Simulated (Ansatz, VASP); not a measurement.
Na in VASP and in Ansatz

```
Na
1.0
    -2.07427    2.07427    2.07427
     2.07427   -2.07427    2.07427
     2.07427    2.07427   -2.07427
Na
1
Direct
  0.00000 0.00000 0.00000
```

Change from the starting cell: volume scaled by 0.94, PAW files.

Alike in both runs: task electric field gradients; functional PBEsol; k mesh 11 × 11 × 11; occupations fermi-dirac, width 0.03 eV; no spin polarisation.

|  | VASP | Ansatz |
| --- | --- | --- |
| version | VASP 6.6.1 | Ansatz 0.2.0 |
| potentials or method | VASP PAW PBE potentials, release 64 (Na_pv) | PAW with Ansatz's default frozen-core files, scalar-relativistic |
| plane-wave cutoff (eV) | 520 | 420 |
| valence electrons in the cell | 7 | 9 |

```tsv
	VASP	Ansatz	Ansatz less VASP
pressure (GPa)	0.1	0.1	0.00
Vzz of the field gradient on the site that differs most (V/Å²)	0.0	0.0	+0.01
```

The two sets of potentials don't hold the same shells in valence.

Caveats: the PAW data sets were made with another functional, which shifts forces and pressure a little (VASP).
